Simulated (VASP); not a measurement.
Input of a VASP 6.6.1 run:

Contents of INCAR:

```
SYSTEM = CaF
ALGO = Normal
DIPOL = 0.5 0.5 0.294
EDIFF = 1E-6
EDIFFG = -0.005
ENCUT = 520
GGA = CA
IBRION = 2
IDIPOL = 3
ISIF = 2
ISMEAR = -1
LASPH = .TRUE.
LCHARG = .FALSE.
LDIPOL = .TRUE.
LREAL = .FALSE.
LWAVE = .FALSE.
NELM = 80
NSW = 60
PREC = Accurate
SIGMA = 0.05
```

KPOINTS

```
k-points
0
G
  8 8 1
  0 0 0
```

The input POSCAR:

```
CaF
1.0
    3.7249700000      0.0000000000      0.0000000000
   -1.8624800000      3.2259200000      0.0000000000
    0.0000000000      0.0000000000     25.5276600000
Ca F
1 1
Selective dynamics
Direct
    0.6666700000      0.3333300000      0.3107600000  F F F
    0.0000000000      0.0000000000      0.2768400000  T T T
```

Potentials or basis: VASP PAW LDA potentials, release 64 (Ca_sv, F).

The run is started by

```console
$ cat potpaw_LDA.64/Ca_sv/POTCAR potpaw_LDA.64/F/POTCAR > POTCAR
$ mpirun -np 1 vasp_std > vasp.out
```

(1) Predict the band gap on the k mesh.

(2) What does it give for the energy gained by relaxing?

## Answers

(1) none (metal or under the smearing width).

(2) 15.8 meV/atom.

Caveat: an odd number of electrons without spin polarisation forces a metal; a magnetic or distorted state may lie lower.
